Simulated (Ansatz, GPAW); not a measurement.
# A Cu chain with CO on top of one atom: transmission at several levels, part 3 of 3

Aim: T(E), conductance and thermopower of a Cu chain with CO on top of one atom, and what cheaper settings cost in accuracy.

GPAW 26.7.0 and Ansatz 0.2.0; Ansatz plane waves; Landauer transmission by layers, zero bias (the session's first sound run).

So far, transmission at the Fermi level (one spin): step 2 (plane-wave reference (PBE)) 0.499; step 3 (double-zeta polarised basis, PBE, GPAW) 0.552; step 4 (single-zeta polarised basis, PBE, GPAW) 0.609; step 5 (minimal basis, PBE, GPAW) 0.291; step 6 (LDA in the dzp basis: xc = "LDA") 0.571.

### Step 9. K-points along the lead 4, broadening 0.001

The lead's own mesh along the current sets its density and potential; where the lead is aligned to the junction's end layer, a rigid shift drops out. The broadening keeps the Green's functions finite; too large a value absorbs electrons where channels are open and leaks them where none are.

This step: GPAW LCAO, PAW setups; Landauer transmission from Green's functions with principal layers (ASE), zero bias (GPAW 26.7.0).

Input file run.py:

```python
import json
import numpy as np
from ase import Atoms
from ase.transport.calculators import TransportCalculator
from gpaw import GPAW, FermiDirac
from gpaw.lcao.tools import get_lcao_hamiltonian
from scipy.linalg import eigh

# The junction with lead layers at both ends, along the third cell vector
device = Atoms(
    ['Cu', 'Cu', 'Cu', 'Cu', 'Cu', 'Cu', 'C', 'O', 'Cu', 'Cu', 'Cu', 'Cu', 'Cu'],
    positions=[
        [4.50000, 4.50000, 1.15000],
        [4.50000, 4.50000, 3.45000],
        [4.50000, 4.50000, 5.75000],
        [4.50000, 4.50000, 8.05000],
        [4.50000, 4.50000, 10.35000],
        [4.50000, 4.50000, 12.65000],
        [6.13150, 4.50000, 12.65000],
        [7.29150, 4.50000, 12.65000],
        [4.50000, 4.50000, 14.95000],
        [4.50000, 4.50000, 17.25000],
        [4.50000, 4.50000, 19.55000],
        [4.50000, 4.50000, 21.85000],
        [4.50000, 4.50000, 24.15000]],
    cell=[[9.0, 0.0, 0.0], [0.0, 9.0, 0.0], [0.0, 0.0, 25.3]],
    pbc=True)

# One principal layer of the lead: the first 3 atoms of the device
lead = Atoms(
    ['Cu', 'Cu', 'Cu'],
    positions=[
        [4.50000, 4.50000, 1.15000],
        [4.50000, 4.50000, 3.45000],
        [4.50000, 4.50000, 5.75000]],
    cell=[[9.0, 0.0, 0.0], [0.0, 9.0, 0.0], [0.0, 0.0, 6.9]],
    pbc=True)

settings = dict(mode='lcao', basis='dzp', xc='PBE', h=0.18,
                occupations=FermiDirac(0.1), maxiter=250,
                mixer=dict(beta=0.1, nmaxold=8, weight=100.0),
                convergence=dict(density=0.0001))
energies = np.arange(-3, 3 + 1e-9, 0.075)
eta = 0.001
n1, n2 = 1, 1
# k and -k transmit alike, so half of the mesh across the current serves
mesh = [(i, j) for i in range(n1) for j in range(n2) if (i, j) <= (-i % n1, -j % n2)]
weights = np.array([1 if (i, j) == (-i % n1, -j % n2) else 2 for i, j in mesh]) / (n1 * n2)

# [... helper functions left out ...]
fermi_lead = ground_state(lead, (1, 1, 4), 'lead.txt')
fermi_device = ground_state(device, (1, 1, 3), 'device.txt')
# [... loop over the mesh left out, but for ...]
        # Shift the lead onto the potential of the device's first layer
        shift = ((H[:, 0, 0] - H0[:, 0, 0]) / S0[0, 0]).real.mean()
# [...]
kT = 8.617333e-5 * 500
bias = [0.1, 0.2, 0.5, 1.0, 1.5, 2.0]
# [... integrals and printing left out ...]
```

On the command line:

```
$ OMP_NUM_THREADS=1 OPENBLAS_NUM_THREADS=2 python run.py
```

The program printed:

```text
basis functions: device 191, principal layer 45
Fermi level: lead -3.7285 eV, device -3.4246 eV; lead shifted by -0.0439 eV
largest coupling past the next layer 4.59e-05 eV, largest misfit of the first layer 0.059 eV
  E-E_F (eV)   T (one spin)  [channel counts left out]
    -3.000    4.9844e-01
    -2.925    5.3859e-01
    -2.850    5.7674e-01
    -2.775    6.1399e-01
    -2.700    6.4966e-01
    -2.625    6.8225e-01
    -2.550    7.0954e-01
    -2.475    7.3234e-01
    -2.400    7.4771e-01
    -2.325    7.5631e-01
    -2.250    7.5836e-01
    -2.175    7.5428e-01
    -2.100    7.4452e-01
    -2.025    7.2924e-01
    -1.950    7.0778e-01
    -1.875    6.7672e-01
[...]
2.475    2.1704e-03
     2.550    9.3927e-03
     2.625    2.1866e-02
     2.700    3.9582e-02
     2.775    6.2334e-02
     2.850    8.9729e-02
     2.925    1.2121e-01
     3.000    1.5611e-01
conductance at 500 K: 0.5468 G0 a cell; thermopower 28.58 uV/K
current from the zero-bias T(E) at 0.1 V: 4.2404 uA
current from the zero-bias T(E) at 0.2 V: 8.5055 uA
current from the zero-bias T(E) at 0.5 V: 21.638 uA
current from the zero-bias T(E) at 1.0 V: 42.897 uA
current from the zero-bias T(E) at 1.5 V: 62.651 uA
current from the zero-bias T(E) at 2.0 V: 87.368 uA
```

Wall time 87 s (2 threads of Intel Xeon Platinum 8175M at 2.50GHz (Skylake/Cascade Lake), shared host); peak memory 1.2 GiB.

The run finished with changed settings (lead_nz = 4 and eta = 0.001); it serves as a test.

Side by side:

| quantity | this run | sound run | difference |
| --- | --- | --- | --- |
| conductance (G₀) | 0.54680 | 0.55907 | -0.0123 |
| largest coupling past the next principal layer (eV) | 4.595e-5 | 4.594e-5 | 5.0e-9 |
| largest misfit of the first principal layer (eV) | 0.059042 | 0.035173 | 0.0239 |
| shift that aligns the lead (eV) | -0.043929 | -0.012902 | -0.0310 |
| transmission at the Fermi level (one spin) | 0.54574 | 0.55224 | -0.00650 |

The two runs differ clearly in the shift that aligns the lead: -0.0439 eV against -0.0129 eV.

### Step 10. A second varied run

A last run, with other settings again.

run.py, as its differences from that of step 9:

```diff
@@ -35,3 +35,3 @@
         [4.50000, 4.50000, 5.75000]],
-    cell=[[9.0, 0.0, 0.0], [0.0, 9.0, 0.0], [0.0, 0.0, 6.9]],
+    cell=[[9.0, 0.0, 0.0], [0.0, 9.0, 0.0], [0.0, 0.0, 7.935]],
     pbc=True)
@@ -39,3 +39,3 @@
 settings = dict(mode='lcao', basis='dzp', xc='PBE', h=0.18,
-                occupations=FermiDirac(0.1), maxiter=250,
+                occupations=FermiDirac(0.1), maxiter=50,
                 mixer=dict(beta=0.1, nmaxold=8, weight=100.0),
@@ -43,3 +43,3 @@
 energies = np.arange(-3, 3 + 1e-9, 0.075)
-eta = 0.001
+eta = 0.0001
 n1, n2 = 1, 1
@@ -50,3 +50,3 @@
 # [... helper functions left out ...]
-fermi_lead = ground_state(lead, (1, 1, 4), 'lead.txt')
+fermi_lead = ground_state(lead, (1, 1, 16), 'lead.txt')
 fermi_device = ground_state(device, (1, 1, 3), 'device.txt')
```

The program printed:

```text
basis functions: device 191, principal layer 45
Fermi level: lead -3.8006 eV, device -3.4246 eV; lead shifted by -0.4861 eV
largest coupling past the next layer 2.54e-12 eV, largest misfit of the first layer 0.450 eV
  E-E_F (eV)   T (one spin)  [channel counts left out]
    -3.000    9.3687e-08
    -2.925    2.8426e-09
    -2.850    1.0946e-09
    -2.775    1.2545e-09
    -2.700    4.9329e-09
    -2.625    1.6330e-07
    -2.550    6.1094e-09
    -2.475    5.9237e-09
    -2.400    3.9514e-08
    -2.325    2.7013e-08
    -2.250    4.2661e-09
    -2.175    2.6226e-09
    -2.100    3.0388e-09
    -2.025    6.2365e-09
    -1.950    3.0147e-08
    -1.875    1.9462e-03
[...]
2.475    6.7656e-04
     2.550    3.1702e-03
     2.625    7.3383e-03
     2.700    1.3130e-02
     2.775    2.0570e-02
     2.850    2.9721e-02
     2.925    4.0651e-02
     3.000    5.3405e-02
conductance at 500 K: 0.0046644 G0 a cell; thermopower 518.5 uV/K
current from the zero-bias T(E) at 0.1 V: 0.044602 uA
current from the zero-bias T(E) at 0.2 V: 0.15307 uA
current from the zero-bias T(E) at 0.5 V: 2.7562 uA
current from the zero-bias T(E) at 1.0 V: 15.321 uA
current from the zero-bias T(E) at 1.5 V: 25.081 uA
current from the zero-bias T(E) at 2.0 V: 27.743 uA
```

Run time: 91 s. Hardware: 2 threads; peak memory 1.2 GiB.

The run finished. A setting was moved off its sound value on purpose, so it serves as a test and not as the result.

The fault put into the input: a lead period that doesn't match its atoms (period = 7.935).

Side by side:

| quantity | this run | sound run | difference |
| --- | --- | --- | --- |
| conductance (G₀) | 0.0046644 | 0.55907 | -0.554 |
| largest coupling past the next principal layer (eV) | 2.536e-12 | 4.594e-5 | -4.6e-5 |
| largest misfit of the first principal layer (eV) | 0.44953 | 0.035173 | 0.414 |
| shift that aligns the lead (eV) | -0.48614 | -0.012902 | -0.473 |
| transmission at the Fermi level (one spin) | 6.935e-9 | 0.55224 | -0.552 |

One result that differs is the transmission at the Fermi level (one spin), 6.9e-9 against 0.552.

### Step 11. Results

```json
{
  "conductance": "0.559 G₀",
  "transmission at the Fermi level, mean of the spins": "0.552",
  "open channels of the lead there": "1"
}
```

What this shows: In the dzp basis the junction conducts 0.559 G₀ at 500 K, with T = 0.552 a spin at the Fermi level; no smaller basis tried comes within 10 % of that conductance. Plane waves (PBE) give T = 0.499 there. The scatterer reflects about 45 % of the incoming channels at the Fermi level. At the Fermi level one eigenchannel carries the current (0.55). Measured against the first run (pw-pbe), the nearest curve is that of dzp-LDA (r.m.s. 0.19) and the farthest that of sz (0.36). Over the compared runs wall time goes from 70 s (dzp-LDA) to 1053 s (pw-pbe), on a shared host. The geometry was built from estimated bond lengths and not relaxed, so the numbers describe this model structure. The run had no spin polarisation, so a magnetic state, which chains and small molecules with open shells often have, wasn't tested. An evenly spaced straight chain is an idealisation: free chains tend to dimerise, zigzag or, where a band edge lies near the Fermi level, turn magnetic. The currents use the zero-bias T(E) throughout, which holds only while the bias is small against the distance to the nearest feature. The thermopower isn't quoted: it samples T(E) farther from the Fermi level than the conductance does, and the energy grid wasn't tested for it.

[Logs are printed without paths, hosts, clocks, repeated set-up lines and the standing remarks that a program may print on its own settings, such as how far it seeks lower states.]

[Hosts, paths, dates, database ids (printed as entryN), source tags and the programs' standing remarks are cut or masked in the printed files.]
